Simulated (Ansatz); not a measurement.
Reactions of `C[Te]C(F)(F)F`.

Calculated with Ansatz (gas phase, PBE0-D4/def2-TZVP geometries, no zero-point term in ΔE). CBS: MP2 limit from def2 TZ/QZ plus the TZ coupled-cluster correction, frozen cores. This one scheme is used for every species. Functionals use def2-TZVPP. No spin–orbit coupling; open shells (•) take unrestricted orbitals. Elements past krypton have def2 core potentials. For Sn, Te outer-core shells are correlated without core-valence functions, which leaves a few kJ/mol of doubt a bond. One conformer a species, not always the lowest.

| reaction | CCSD(T)/CBS(def2) (kJ/mol) |
| --- | --- |
| `C[Te]C(F)(F)F` + CH₄ → `C[Te]C` + `FC(F)F` | -15 |
| `C[Te]C(F)(F)F` + `C=CF` → `C[Te]/C=C/F` + `FC(F)F` | ? |
| `C[Te]C(F)(F)F` + `CC=N` → `C[Te]C(C)=N` + `FC(F)F` | ? |
| `C[Te]C(F)(F)F` + `[CH3][AlH][SH]` → `[CH3][AlH][S]C` + `FC(F)(F)[TeH]` | 42 |
| `C[Te]C(F)(F)F` + BH₃ → `B[Te]C` + `FC(F)F` | -145 |
| `C[Te]C(F)(F)F` + `[SH][SnH]([Cl])[Cl]` → `[CH3][Sn]([SH])([Cl])[Cl]` + `FC(F)(F)[TeH]` | -32 |
| `C[Te]C(F)(F)F` + `[AlH2][SiH3]` → `C[Te][AlH][SiH3]` + `FC(F)F` | ? |
| `C[Te]C(F)(F)F` → `[CH3]`• + `FC(F)(F)[Te]`• | 285 |
| `C[Te]C(F)(F)F` + `C=C(N)[SiH3]` → `C=C(N)[Te]C` + `FC(F)(F)[SiH3]` | 1 |

Fill in the missing values. (An estimate is asked.)

The calculation gave: `C[Te]C(F)(F)F` + `C=CF` → `C[Te]/C=C/F` + `FC(F)F`: -26.5 kJ/mol; `C[Te]C(F)(F)F` + `CC=N` → `C[Te]C(C)=N` + `FC(F)F`: -41.6 kJ/mol; `C[Te]C(F)(F)F` + `[AlH2][SiH3]` → `C[Te][AlH][SiH3]` + `FC(F)F`: -187.1 kJ/mol.

Largest T1 diagnostic: 0.015, for `B[Te]C`.
